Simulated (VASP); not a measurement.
Set up this calculation in VASP 6.6.1, as the native input.

- Task: band structure
- Functional: PBEsol
- Potentials or basis: VASP PAW PBE potentials, release 64 (Mg, O)
- Cutoff: 520 eV
- k mesh: 9 × 9 × 6
- Occupations: gaussian, width 0.03 eV
- Spin: no spin polarisation
- Further INCAR settings: ALGO = Normal; EDIFF = 1e-07; NBANDS = 16

The structure of MgO lies in POSCAR:

```
MgO                                     
1.0
    3.2993492522     -0.0000000000     -0.0000000000
   -1.6496746212      2.8573202648      0.0000000000
    0.0000000000      0.0000000000      5.0122560816
  Mg              O             
     2     2
Direct
     0.3333333300000021    0.6666666699999979    0.0035949979587868
     0.6666666699999979    0.3333333300000021    0.5035949979587867
     0.3333333300000021    0.6666666699999979    0.4010050020412154
     0.6666666699999979    0.3333333300000021    0.9010050020412154
```

Measurements of this composition are mostly on another form, of space group No. 225.

One way to write it, as run:

INCAR

```
ALGO     = Normal         # electronic algorithm
EDIFF    = 1E-7           # SCF threshold, eV
ENCUT    = 520            # plane-wave cutoff, eV
GGA      = PS             # functional
ICORELEVEL= 1            
ISIF     = 2              # what is computed and relaxed
ISMEAR   = 0              # smearing method
LASPH    = T              # aspherical terms in the spheres
LCHARG   = F              # write CHGCAR
LREAL    = F              # projectors in reciprocal space
LWAVE    = F              # write WAVECAR
NBANDS   = 16             # bands
NELM     = 80             # most SCF steps
PREC     = Accurate       # precision mode
SIGMA    = 0.03           # smearing width, eV
```

KPOINTS

```
k-points
0
Gamma
  9 9 6
```

KPOINTS_OPT

```
explicit points
96
Reciprocal
 0.0000000000  0.0000000000  0.0000000000 1
 0.0555555556  0.0000000000  0.0000000000 1
 0.1111111111  0.0000000000  0.0000000000 1
 0.1666666667  0.0000000000  0.0000000000 1
 0.2222222222  0.0000000000  0.0000000000 1
 0.2777777778  0.0000000000  0.0000000000 1
 0.3333333333  0.0000000000  0.0000000000 1
 0.3888888889  0.0000000000  0.0000000000 1
 0.4444444444  0.0000000000  0.0000000000 1
 0.5000000000  0.0000000000  0.0000000000 1
 0.5000000000  0.0000000000  0.0000000000 1
 0.4814814815  0.0370370370  0.0000000000 1
 0.4629629630  0.0740740741  0.0000000000 1
 0.4444444444  0.1111111111  0.0000000000 1
 0.4259259259  0.1481481481  0.0000000000 1
 0.4074074074  0.1851851852  0.0000000000 1
 0.3888888889  0.2222222222  0.0000000000 1
 0.3703703703  0.2592592592  0.0000000000 1
 0.3518518518  0.2962962963  0.0000000000 1
 0.3333333333  0.3333333333  0.0000000000 1
 0.3333333333  0.3333333333  0.0000000000 1
 0.2962962963  0.2962962963  0.0000000000 1
 0.2592592592  0.2592592592  0.0000000000 1
 0.2222222222  0.2222222222  0.0000000000 1
 0.1851851852  0.1851851852  0.0000000000 1
 0.1481481481  0.1481481481  0.0000000000 1
 0.1111111111  0.1111111111  0.0000000000 1
 0.0740740741  0.0740740741  0.0000000000 1
 0.0370370370  0.0370370370  0.0000000000 1
 0.0000000000  0.0000000000  0.0000000000 1
 0.0000000000  0.0000000000  0.0000000000 1
 0.0000000000  0.0000000000  0.0555555556 1
 0.0000000000  0.0000000000  0.1111111111 1
 0.0000000000  0.0000000000  0.1666666667 1
 0.0000000000  0.0000000000  0.2222222222 1
 0.0000000000  0.0000000000  0.2777777778 1
 0.0000000000  0.0000000000  0.3333333333 1
 0.0000000000  0.0000000000  0.3888888889 1
 0.0000000000  0.0000000000  0.4444444444 1
 0.0000000000  0.0000000000  0.5000000000 1
 0.0000000000  0.0000000000  0.5000000000 1
 0.0555555556  0.0000000000  0.5000000000 1
 0.1111111111  0.0000000000  0.5000000000 1
 0.1666666667  0.0000000000  0.5000000000 1
 0.2222222222  0.0000000000  0.5000000000 1
 0.2777777778  0.0000000000  0.5000000000 1
 0.3333333333  0.0000000000  0.5000000000 1
 0.3888888889  0.0000000000  0.5000000000 1
 0.4444444444  0.0000000000  0.5000000000 1
 0.5000000000  0.0000000000  0.5000000000 1
 0.5000000000  0.0000000000  0.5000000000 1
 0.4814814815  0.0370370370  0.5000000000 1
 0.4629629630  0.0740740741  0.5000000000 1
 0.4444444444  0.1111111111  0.5000000000 1
 0.4259259259  0.1481481481  0.5000000000 1
 0.4074074074  0.1851851852  0.5000000000 1
 0.3888888889  0.2222222222  0.5000000000 1
 0.3703703703  0.2592592592  0.5000000000 1
 0.3518518518  0.2962962963  0.5000000000 1
 0.3333333333  0.3333333333  0.5000000000 1
 0.3333333333  0.3333333333  0.5000000000 1
 0.2962962963  0.2962962963  0.5000000000 1
 0.2592592592  0.2592592592  0.5000000000 1
 0.2222222222  0.2222222222  0.5000000000 1
 0.1851851852  0.1851851852  0.5000000000 1
 0.1481481481  0.1481481481  0.5000000000 1
 0.1111111111  0.1111111111  0.5000000000 1
 0.0740740741  0.0740740741  0.5000000000 1
 0.0370370370  0.0370370370  0.5000000000 1
 0.0000000000  0.0000000000  0.5000000000 1
 0.5000000000  0.0000000000  0.5000000000 1
 0.5000000000  0.0000000000  0.4444444444 1
 0.5000000000  0.0000000000  0.3888888889 1
 0.5000000000  0.0000000000  0.3333333333 1
 0.5000000000  0.0000000000  0.2777777778 1
 0.5000000000  0.0000000000  0.2222222222 1
 0.5000000000  0.0000000000  0.1666666667 1
 0.5000000000  0.0000000000  0.1111111111 1
 0.5000000000  0.0000000000  0.0555555556 1
 0.5000000000  0.0000000000  0.0000000000 1
 0.3333333333  0.3333333333  0.0000000000 1
 0.3333333333  0.3333333333  0.0555555556 1
 0.3333333333  0.3333333333  0.1111111111 1
 0.3333333333  0.3333333333  0.1666666667 1
 0.3333333333  0.3333333333  0.2222222222 1
 0.3333333333  0.3333333333  0.2777777778 1
 0.3333333333  0.3333333333  0.3333333333 1
 0.3333333333  0.3333333333  0.3888888889 1
 0.3333333333  0.3333333333  0.4444444444 1
 0.3333333333  0.3333333333  0.5000000000 1
 0.0000000000  0.0000000000  0.0000000000 1
 0.0000000000  0.0000000000  0.5000000000 1
 0.3333333333  0.3333333333  0.5000000000 1
 0.3333333333  0.3333333333  0.0000000000 1
 0.5000000000  0.0000000000  0.5000000000 1
 0.5000000000  0.0000000000  0.0000000000 1
```

Potentials or basis: VASP PAW PBE potentials, release 64 (Mg, O).

Command:

```sh
$ cat potpaw_PBE.64/Mg/POTCAR potpaw_PBE.64/O/POTCAR > POTCAR
$ mpirun -np 1 vasp_std > vasp.out
```

It gave:

```yaml
Pressure: 0.2 GPa
Band_gap_on_the_k_mesh: 3.37 eV, direct
Band_gap_along_the_path: 3.37 eV, direct
```

Caveat: the PAW data sets were made with another functional, which shifts forces and pressure a little.

Wall time 28 s on 1 thread of Intel(R) Xeon(R) 6975P-C (Granite Rapids), with other jobs on the host, peak memory 0.21 GiB.
